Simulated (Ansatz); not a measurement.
`COC(C)=O` + acetic acid → `CC(=O)OC(C)=O` + CH₃OH at 400 K and 1 bar (substitution at a C–O bond).

Calculated with Ansatz (gas phase, PBE0-D4/def2-TZVP geometries, no zero-point term in ΔE). CCSD(T)/CBS is the MP2 limit (def2-TZVPP, def2-QZVPP) plus CCSD(T) − MP2 in def2-TZVPP, frozen cores. This one scheme is used for every species. One conformer a species, not always the lowest.

| species | CCSD(T)/CBS energy (Eh) | H − E (kJ/mol) | S (J/(mol·K)) |
| --- | --- | --- | --- |
| `COC(C)=O` | -268.11980 | 264.8 | 356.3 |
| `CC(=O)O` | -228.87529 | 185.0 | 309.7 |
| `CC(=O)OC(C)=O` | -381.35217 | 295.7 | 405.9 |
| CH₃OH | -115.61712 | 151.2 | 252.6 |

H − E and S are ideal-gas, rigid-rotor, harmonic terms from PBE0-D4/def2-TZVP, for one conformer and one mirror image of each species. 1 Eh = 2625.50 kJ/mol, R = 8.31446 J/(mol·K).

Problem. By hand: ΔE, ΔH, ΔS and ΔG.

Solution. ΔE = (-381.35217) + (-115.61712) − (-268.11980) − (-228.87529) = 0.02580 Eh = 67.7 kJ/mol. Δ(H − E) = 295.7 + 151.2 − 264.8 − 185.0 = -2.9, so ΔH = 64.8 kJ/mol. ΔS = 405.9 + 252.6 − 356.3 − 309.7 = -7.5 J/(mol·K). ΔG = 64.8 − 400 × (-7.5)/1000 = 67.8 kJ/mol.

Problem. By hand: the equilibrium constant, and the temperature at which ΔG would vanish if ΔH and ΔS stayed fixed.

Solution. log₁₀ K = −ΔG/(RT ln 10) = -8.9. ΔH and −TΔS have one sign here, so there is no such temperature.

The number of gas molecules stays the same, so ΔS is small and ΔH decides. A doubt of 5 kJ/mol in ΔE shifts log₁₀ K by 0.7 here. Other conformers and mirror images would add mixing entropy, several J/(mol·K) or more a flexible species. Modes under 60 cm⁻¹, often nearly free rotors, make the harmonic entropy too high. These are equilibria of isolated gas molecules and say nothing of rates. Largest T1 diagnostic: 0.015 (customary marks: 0.02 for closed shells, 0.045 for open ones).

ΔS is within the doubt of such terms, so its sign, and with it that verdict, could turn.
